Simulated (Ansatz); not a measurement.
# From formation energies to a reaction energy: Al4P

These are results of DFT PBE, scalar-relativistic, plane waves, PAW in Ansatz, not measurements. Settings: cutoff 420 eV, Γ-centred meshes spaced at most about 0.3 Å⁻¹, and about 0.25 Å⁻¹ or finer for metals (2π included), Gaussian smearing. No spin polarisation.

Formation energies are uncorrected and refer to the elements' standard structures at the same level. The references include black phosphorus.

Temperature and zero-point effects are left out. The reference form of P is held partly by dispersion forces, which this level lacks.

A trial structure of Al4P (reached from: random cell; relaxed: space group I4/mmm (No. 139), a = 6.057 Å, c = 5.672 Å) has a formation energy of 0.344 eV/atom. At its composition the lowest mixture among the elements and 1 reference phase computed alike (others may be missing) consists of these:

```
      phase             source  ΔE_f (eV/atom)
 Al (solid)            element           0.000
AlP (F-43m)  Materials Project          -0.633
```

Problem. Write the balanced decomposition and find its energy per atom, per formula unit and per mole of formula units.

Solution. Balancing Al and P gives Al4P → 3 Al + AlP. The left side holds 5 atoms, and the products take 3/5 (Al) and 2/5 (AlP) of them. The mixture therefore lies at 3/5 × (0.000) + 2/5 × (-0.633) = -0.253 eV/atom. The reaction energy is -0.253 − (0.344) = -0.597 eV/atom. Times 5 atoms that is -2.985 eV per Al4P, and times 96.485 it is -288 kJ per mole of Al4P. Decomposition is downhill, so the trial structure is unstable against this mixture.
